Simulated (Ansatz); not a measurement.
# AlCu3 under changes of volume

One of the cells (12.031 Å³/atom); the others are scaled copies at fixed shape and fractional positions:

```xyz
4
Lattice="3.6374 0.0000 0.0000 0.0000 3.6374 0.0000 0.0000 0.0000 3.6374" Properties=species:S:1:pos:R:3 pbc="T T T"
Cu    0.0000    1.8187    1.8187
Cu    1.8187    0.0000    1.8187
Cu    1.8187    1.8187    0.0000
Al    0.0000    0.0000    0.0000
```

The cell comes from a database or a generator and needn't be the stable form of this composition.

| Item | Value |
| --- | --- |
| Program | Ansatz 0.2.0 |
| Functional | LDA |
| Potentials or basis | Ansatz PAW |
| Cutoff | 420 eV (not typed: the program's choice for these potentials) |
| k mesh | 7 × 7 × 7 |
| Occupations | fermi-dirac, width 0.05 eV |
| Spin | no spin polarisation |

```csv
volume (Å³/atom),energy over the lowest point (meV/atom),pressure (GPa)
11.309,?,?
11.550,0.00,0.1
11.790,2.41,-3.2
12.031,9.53,-6.2
12.272,20.80,-8.8
12.512,35.76,-11.1
12.753,53.97,-13.1
```

Task: What does the run at 11.309 Å³/atom give?

Result: Energy over the lowest point 2.82 meV/atom; pressure 3.8 GPa.

Worked out: A Birch-Murnaghan fit of order 3 (a polynomial in V^(-2/3)) to the other rows has its minimum at 11.56 Å³/atom with B0 = V·E''(V) = 169 GPa and B' = 4.9. It gives 2.91 meV/atom at 11.309 Å³/atom, against the run's 2.82, and -dE/dV = 3.9 GPa, against 3.8.

Energies are extrapolated to zero smearing.

Caveats: the PAW data sets come from PBE, with cores solved anew for the run's functional, which leaves a small shift of forces and pressure.
